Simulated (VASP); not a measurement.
# WS2 in VASP: notebook

Runs on WS2. Level: PBE. Tasks: single point.

All numbers are computed with VASP 6.6.1; they aren't measurements. Logs are shortened: lines on timing, memory, paths and dates and some standing lists are left out, and cuts for length are marked.

### Step 1. The structure

The cell holds a slab with vacuum, 3 atoms: a = 3.180 Å, b = 3.180 Å, c = 15.125 Å, α = 90.00°, β = 90.00°, γ = 120.00°.

### Step 2. Single point, PBE

File INCAR:

```
SYSTEM = WS2
ALGO = Normal
DIPOL = 0.5 0.5 0.500
EDIFF = 0.001
ENCUT = 460
GGA = PE
IDIPOL = 3
ISIF = 2
ISMEAR = 0
LASPH = .True.
LCHARG = .False.
LDIPOL = .True.
LREAL = .False.
LVACPOTAV = .True.
LVHAR = .True.
LWAVE = .False.
NBANDS = 24
NELM = 120
PREC = Accurate
SIGMA = 0.05
```

File KPOINTS:

```
k-points
0
Gamma
  8 8 1
  0 0 0
```

File POSCAR:

```
WS2
1.0
    3.1800000000      0.0000000000      0.0000000000
   -1.5900000000      2.7539607800      0.0000000000
    0.0000000000      0.0000000000     15.1250000000
S W
2 1
Direct
    0.3333333333      0.6666666667      0.3966942149
    0.3333333333      0.6666666667      0.6033057851
    0.6666666667      0.3333333333      0.5000000000
```

Potentials or basis: VASP PAW PBE potentials, release 64 (S, W_sv).

Command:

```
> cat potpaw_PBE.64/S/POTCAR potpaw_PBE.64/W_sv/POTCAR > POTCAR
> mpirun -np 1 vasp_std > vasp.out
```

OUTCAR:

```text
SYSTEM = WS2
   EDIFF = 0.001
   ENCUT = 460
   GGA = PE
   ISIF = 2
   ISMEAR = 0
   LASPH = .True.
   LREAL = .False.
   NELM = 120
   PREC = Accurate

 Found     10 irreducible k-points:

 Following reciprocal coordinates:
            Coordinates               Weight
  0.000000  0.000000  0.000000      1.000000
  0.125000  0.000000  0.000000      6.000000
  0.250000  0.000000  0.000000      6.000000
  0.375000 -0.000000  0.000000      6.000000
  0.500000  0.000000  0.000000      3.000000
  0.125000  0.125000  0.000000      6.000000
   k-points           NKPTS =     10   k-points in BZ     NKDIM =     10   number of bands    NBANDS=     24
   number of dos      NEDOS =    301   number of ions     NIONS =      3
   total plane-waves  NPLWV =  62208
   dimension x,y,z NGX =    24 NGY =   24 NGZ =  108
   dimension x,y,z NGXF=    48 NGYF=   48 NGZF=  216
   ions per type =               2   1
   NGX,Y,Z   is equivalent  to a cutoff of  12.55, 12.55, 11.87 a.u.
   NGXF,Y,Z  is equivalent  to a cutoff of  25.09, 25.09, 23.74 a.u.
 SYSTEM =  WS2
   PREC   = accura    normal or accurate (medium, high low for compatibility)
   ISTART =      0    job   : 0-new  1-cont  2-samecut
   ICHARG =      2    charge: 1-file 2-atom 10-const
   ISPIN  =      1    spin polarized calculation?
   LNONCOLLINEAR =      F non collinear calculations
   LSORBIT =      F    spin-orbit coupling
   LASPH  =      T    aspherical Exc in radial PAW
   ENCUT  =  460.0 eV  33.81 Ry    5.81 a.u.   5.56  5.56 26.45*2*pi/ulx,y,z
   NELM   =    120;   NELMIN=  2; NELMDL= -5     # of ELM steps
   EDIFF  = 0.1E-02   stopping-criterion for ELM
   LREAL  =      F    real-space projection
   EDIFFG = 0.1E-01   stopping-criterion for IOM
   NSW    =      0    number of steps for IOM
   IBRION =     -1    ionic relax: 0-MD 1-quasi-New 2-CG
   NFREE  =      0    steps in history (QN), initial steepest desc. (CG)
   ISIF   =      2    stress and relaxation
   ISYM   =      2    0-nonsym 1-usesym 2-fastsym
   POTIM  = 0.5000    time-step for ionic-motion
   TEBEG  =    0.0;   TEEND  =   0.0 temperature during run
   PSTRESS=    0.0 pullay stress
   NELECT =      26.0000    total number of electrons
   NUPDOWN=      -1.0000    fix difference up-down
   EMIN   =  10.00;   EMAX   =-10.00  energy-range for DOS
   EFERMI =   0.00;   METHOD = LEGACY
   ISMEAR =     0;   SIGMA  =   0.05  broadening in eV -4-tet -1-fermi 0-gaus
   EFERMI_NEDOS =   21; number of points for ismear=-14 and -15
   IALGO  =     38    algorithm
   IMIX   =      4    mixing-type and parameters
     AMIX     =   0.40;   BMIX     =  1.00
     AMIX_MAG =   1.60;   BMIX_MAG =  1.00
  volume/ion in A,a.u.               =      44.15       297.96
  Fermi-wavevector in a.u.,A,eV,Ry     =   0.951421  1.797924 12.316008  0.905201
  Thomas-Fermi vector in A             =   2.079889
   LORBIT       =      0    0 simple, 1 ext, 2 COOP (PROOUT), +10 PAW based schemes
   GGA     = PE    functional components
   LHFCALC =     F    Hartree Fock is set to
   AEXX    =    0.0000 exact exchange contribution
   IVDW    =     0    specifies the selected vdW correction
   LEPSILON=     F    determine dielectric tensor
   LRPA    =     F    only Hartree local field effects (RPA)
 non-spin polarized calculation
 Gauss-broadening in eV      SIGMA  =   0.05
  energy-cutoff  :      460.00
  volume of cell :      132.46
 maximum number of plane-waves:      3029
 NGX is ok and might be reduce to    24
   NGX = 11   NGY = 11   NGZ = 53

 number of electron      25.9999995 magnetization

 dipolmoment           0.000000      0.000000      0.000000 electrons x Angstroem

 Free energy of the ion-electron system (eV)
  ---------------------------------------------------
  ext. energy  EPLUGINS =         0.00000000
  ---------------------------------------------------
  free energy    TOTEN  =       -23.67120665 eV

  energy without entropy =      -23.67120665  energy(sigma->0) =      -23.67120665

 E-fermi :  -0.3676     XC(G=0):  -5.2661

 val. band max:       -0.7778079522   @ k =   0.0000   0.0000   0.0000
 cond. band min:       1.3325567528   @ k =   0.3750   0.2500   0.0000
 fundamental gap:      2.1103647050
 Fermi energy:        -0.3676306762

 k-point     1 :       0.0000    0.0000    0.0000
  band No.  band energies     occupation
      1     -74.7751      2.00000
      2     -39.0127      2.00000
      3     -38.8639      2.00000
      4     -38.8639      2.00000
      5     -15.5323      2.00000
      6     -13.8745      2.00000
[... 16 lines left out ...]
     23       8.3328      0.00000
     24       9.8555      0.00000

 k-point     2 :       0.1250    0.0000    0.0000
  band No.  band energies     occupation
      1     -74.7726      2.00000
      2     -39.0037      2.00000
      3     -38.9140      2.00000
      4     -38.8756      2.00000
      5     -15.2779      2.00000
      6     -13.7827      2.00000
[... 16 lines left out ...]
     23       8.8851      0.00000
     24       8.9343      0.00000

 k-point     3 :       0.2500    0.0000    0.0000
  band No.  band energies     occupation
      1     -74.7666      2.00000
      2     -39.0334      2.00000
      3     -38.9818      2.00000
      4     -38.9036      2.00000
      5     -14.6045      2.00000
      6     -13.5422      2.00000
[... 16 lines left out ...]
     23       8.6925      0.00000
     24       9.5297      0.00000

 k-point     4 :       0.3750   -0.0000    0.0000
  band No.  band energies     occupation
      1     -74.7607      2.00000
      2     -39.1504      2.00000
      3     -38.9598      2.00000
      4     -38.9315      2.00000
      5     -13.8016      2.00000
      6     -13.2674      2.00000
[... 16 lines left out ...]
     23       9.5015      0.00000
     24       9.7820      0.00000

 k-point     5 :       0.5000    0.0000    0.0000
  band No.  band energies     occupation
      1     -74.7582      2.00000
      2     -39.1981      2.00000
      3     -38.9507      2.00000
      4     -38.9430      2.00000
      5     -13.4049      2.00000
      6     -13.1402      2.00000
[... 16 lines left out ...]
     23       9.4209      0.00000
     24       9.5211      0.00000

 k-point     6 :       0.1250    0.1250    0.0000
  band No.  band energies     occupation
      1     -74.7684      2.00000
      2     -38.9932      2.00000
      3     -38.9882      2.00000
      4     -38.9010      2.00000
      5     -14.8124      2.00000
      6     -13.6149      2.00000
[... 16 lines left out ...]
     23       8.8151      0.00000
     24       9.3273      0.00000

 [... further k-points ...]

------------------------ aborting loop because EDIFF is reached ----------------------------------------

  FORCE on cell =-STRESS in cart. coord.  units (eV):
  Direction    XX          YY          ZZ          XY          YZ          ZX
  --------------------------------------------------------------------------------------
  -------------------------------------------------------------------------------------
  Total        0.5117915      0.5117915      1.0018230      0.0000000      0.0000000     -0.0000000
  in kB        6.1904667      6.1904667     12.1177321      0.0000000      0.0000000     -0.0000000
  external PRESSURE =       8.1662218 kB  Pullay stress =       0.0000000 kB

 VOLUME and BASIS-vectors are now :
 -----------------------------------------------------------------------------
  energy-cutoff  :      460.00
  volume of cell :      132.46
      direct lattice vectors                 reciprocal lattice vectors
     3.180000000  0.000000000  0.000000000     0.314465409  0.181556689  0.000000000
    -1.590000000  2.753960780  0.000000000     0.000000000  0.363113377  0.000000000
     0.000000000  0.000000000 15.125000000     0.000000000  0.000000000  0.066115702

 POSITION                                       TOTAL-FORCE (eV/Angst)
 -----------------------------------------------------------------------------------
     -0.00000      1.83597      6.00000         0.000000      0.000000     -0.204109
     -0.00000      1.83597      9.12500         0.000000     -0.000000      0.204109
      1.59000      0.91799      7.56250        -0.000000      0.000000      0.000000
 -----------------------------------------------------------------------------------
    total drift:                                0.000000     -0.000000      0.000000

  FREE ENERGIE OF THE ION-ELECTRON SYSTEM (eV)
  ---------------------------------------------------
  free  energy   TOTEN  =       -23.6712066472 eV

  energy  without entropy=      -23.6712066472  energy(sigma->0) =      -23.67120665
```

OSZICAR:

```text
N       E                     dE             d eps       ncg     rms          rms(c)
DAV:   1     0.162232348997E+03    0.16223E+03   -0.13269E+04   560   0.839E+02
DAV:   2    -0.139502169086E+02   -0.17618E+03   -0.16750E+03   592   0.229E+02
DAV:   3    -0.248501887974E+02   -0.10900E+02   -0.10812E+02   640   0.542E+01
DAV:   4    -0.250597924559E+02   -0.20960E+00   -0.20952E+00   600   0.852E+00
DAV:   5    -0.250656434143E+02   -0.58510E-02   -0.58507E-02   696   0.142E+00    0.265E+01
DAV:   6    -0.238590780917E+02    0.12066E+01   -0.59769E+00   512   0.142E+01    0.107E+01
DAV:   7    -0.237427468682E+02    0.11633E+00   -0.14837E+00   512   0.599E+00    0.504E+00
DAV:   8    -0.236745106436E+02    0.68236E-01   -0.34536E-01   608   0.332E+00    0.116E+00
DAV:   9    -0.236729054124E+02    0.16052E-02   -0.17128E-02   592   0.719E-01    0.706E-01
DAV:  10    -0.236713954496E+02    0.15100E-02   -0.73043E-03   616   0.495E-01    0.928E-02
DAV:  11    -0.236712066472E+02    0.18880E-03   -0.85105E-04   400   0.173E-01
   1 F= -.23671207E+02 E0= -.23671207E+02  d E =-.261214E-32
```

Run time: 23 s. Hardware: 1 thread of Intel Xeon Platinum 8259CL at 2.50GHz (Skylake/Cascade Lake), shared host; peak memory 0.23 GiB.

The run converged, but some of its settings lie outside the range that counts as converged, so its numbers aren't taken as properties of the slab.

Results:

* Free energy: -23.6712 eV
* Largest force: 0.204 eV/Å
* Band gap on the k mesh: 2.11 eV, indirect (least direct gap 2.27 eV)

Caveat: spin-orbit coupling is left out, which moves the levels of the heavy elements.

### Step 3. Single point, PBE

Edit INCAR of step 2 so:

```diff
@@ -3,4 +3,4 @@
 DIPOL = 0.5 0.5 0.500
-EDIFF = 0.001
-ENCUT = 460
+EDIFF = 1E-7
+ENCUT = 520
 GGA = PE
```

KPOINTS is that of step 2.

POSCAR is that of step 2.

Potentials or basis: VASP PAW PBE potentials, release 64 (S, W_sv).

Command:

```
> cat potpaw_PBE.64/S/POTCAR potpaw_PBE.64/W_sv/POTCAR > POTCAR
> mpirun -np 1 vasp_std > vasp.out
```

Wall time 59 s (1 thread of Intel Xeon Platinum 8259CL at 2.50GHz (Skylake/Cascade Lake), shared host); peak memory 0.25 GiB.

These settings aren't checked as converged: the numbers below hold their error.

Results:

- Free energy: -23.6718 eV
- Largest force: 0.228 eV/Å
- Band gap on the k mesh: 2.12 eV, indirect (least direct gap 2.27 eV)
- Ionisation potential of the upper face: 5.72 eV

Caveat: spin-orbit coupling is left out, which moves the levels of the heavy elements.

### Step 4. Single point, PBE

This run uses another cell than the first one, of 38.31 Å³/atom, 0.868 times its volume.

Edit INCAR of step 3 so:

```diff
@@ -4,3 +4,3 @@
 EDIFF = 1E-7
-ENCUT = 520
+ENCUT = 460
 GGA = PE
```

File KPOINTS:

```
k-points
0
Gamma
  10 10 1
  0 0 0
```

File POSCAR:

```
WS2
1.0
    3.1800000000      0.0000000000      0.0000000000
   -1.5900000000      2.7539607800      0.0000000000
    0.0000000000      0.0000000000     13.1250000000
S W
2 1
Direct
    0.3333333333      0.6666666667      0.3809523810
    0.3333333333      0.6666666667      0.6190476190
    0.6666666667      0.3333333333      0.5000000000
```

Command:

```
> cat potpaw_PBE.64/S/POTCAR potpaw_PBE.64/W_sv/POTCAR > POTCAR
> mpirun -np 1 vasp_std > vasp.out
```

Run time: 48 s. Hardware: 1 thread of Intel Xeon Platinum 8259CL at 2.50GHz (Skylake/Cascade Lake), shared host; peak memory 0.23 GiB.

These settings aren't checked as converged: the numbers below hold their error.

Results:

| Property | Result |
| --- | --- |
| Free energy | -23.6718 eV |
| Largest force | 0.227 eV/Å |
| Band gap on the k mesh | 2.04 eV, indirect (least direct gap 2.17 eV) |
| Ionisation potential of the upper face | 5.72 eV |

Caveat: spin-orbit coupling is left out, which moves the levels of the heavy elements.

### Step 5. Single point, PBE

Edit INCAR of step 4 so:

```diff
@@ -4,3 +4,3 @@
 EDIFF = 1E-7
-ENCUT = 460
+ENCUT = 650
 GGA = PE
```

File KPOINTS:

```
k-points
0
Gamma
  8 8 1
  0 0 0
```

File POSCAR:

```
WS2
1.0
    3.1800000000      0.0000000000      0.0000000000
   -1.5900000000      2.7539607800      0.0000000000
    0.0000000000      0.0000000000     15.1250000000
S W
2 1
Direct
    0.3333333333      0.6666666667      0.3966942149
    0.3333333333      0.6666666667      0.6033057851
    0.6666666667      0.3333333333      0.5000000000
```

Command:

```
> cat potpaw_PBE.64/S/POTCAR potpaw_PBE.64/W_sv/POTCAR > POTCAR
> mpirun -np 1 vasp_std > vasp.out
```

Run time: 91 s. Hardware: 1 thread of Intel Xeon Platinum 8259CL at 2.50GHz (Skylake/Cascade Lake), shared host; peak memory 0.3 GiB.

These settings aren't checked as converged: the numbers below hold their error.

What came out:

```
Free energy                            : -23.6728 eV
Largest force                          : 0.226 eV/Å
Band gap on the k mesh                 : 2.12 eV, indirect (least direct gap 2.27 eV)
Ionisation potential of the upper face : 5.72 eV
```

Caveat: spin-orbit coupling is left out, which moves the levels of the heavy elements.
